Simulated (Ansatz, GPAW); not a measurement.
Given: the input of a run of Ansatz 0.2.0 on InP. 

Contents of input.yaml:

```yaml
crystal:
  lattice:
    - [0.0, 2.9305, 2.9305]
    - [2.9305, 0.0, 2.9305]
    - [2.9305, 2.9305, 0.0]
  atoms:
    - { symbol: In, position: [0.0, 0.0, 0.0] }
    - { symbol: P, position: [0.75, 0.75, 0.75] }
hamiltonian:
  xc: pbe
  pseudopotentials: { kind: paw }
kpoints:
  mp_grid: { grid: [8, 8, 8] }
scf:
  occupations: { method: gaussian, width: 0.017 }
output:
  forces: true
  stress: true
  eigenvalues: true
```

Potentials or basis: Ansatz PAW.

Command:

```sh
$ ansatz run input.yaml --threads 2 --pin off --max-ram 5632MiB --backend cpu --events-out ev --progress --plain --runs-dir out
```

Q: What does the same run look like in GPAW 26.7.0 (ASE script)? Potentials or basis there: GPAW PAW data sets (gpaw-data 1.2.1), cutoff 600 eV.

A: As run (cutoffs and basis follow the program's own potentials, and thresholds, step limits or extra output files can differ):

File run.py:

```python
from ase.dft.bandgap import bandgap
from ase.io import read, write
from ase.units import GPa
from gpaw import GPAW, PW

atoms = read('POSCAR')

calc = GPAW(mode=PW(600),
            xc='PBE',
            kpts={'size': (8, 8, 8), 'gamma': True},
            occupations={'name': 'methfessel-paxton', 'order': 0, 'width': 0.017},
            nbands=18,
            convergence={'density': 1e-05, 'energy': 1e-05},
            maxiter=150,
            txt='gpaw.txt')
atoms.calc = calc
energy = atoms.get_potential_energy()
forces = atoms.get_forces()
stress = atoms.get_stress()
calc.write('gs.gpw')
write('result.traj', atoms)
print(f'Energy: {energy:.6f} eV')
print('Forces (eV/A):')
print(forces.round(4))
print('Stress (GPa):', (stress / GPa).round(3))
print('Fermi level:', round(calc.get_fermi_level(), 4), 'eV')
print(f'Gap: {bandgap(calc)[0]:.4f} eV, direct: {bandgap(calc, direct=True)[0]:.4f} eV')
```

The input POSCAR:

```
InP
1.0
    0.0000000000      2.9305000000      2.9305000000
    2.9305000000      0.0000000000      2.9305000000
    2.9305000000      2.9305000000      0.0000000000
In P
1 1
Direct
    0.0000000000      0.0000000000      0.0000000000
    0.7500000000      0.7500000000      0.7500000000
```

Potentials or basis: GPAW PAW data sets (gpaw-data 1.2.1), pw.

Launch:

```console
$ OMP_NUM_THREADS=1 python run.py
```

Both were run:

|  | Ansatz | GPAW |
| --- | --- | --- |
| Pressure | 3.3 GPa | 3.0 GPa |

Ansatz's pressure holds a Pulay term of +0.04 GPa for its cutoff of 420 eV, which the other run lacks.

Where Ansatz's input types no cutoff or centring, it takes its own default and a Γ-centred mesh.

Pressure is positive in compression.
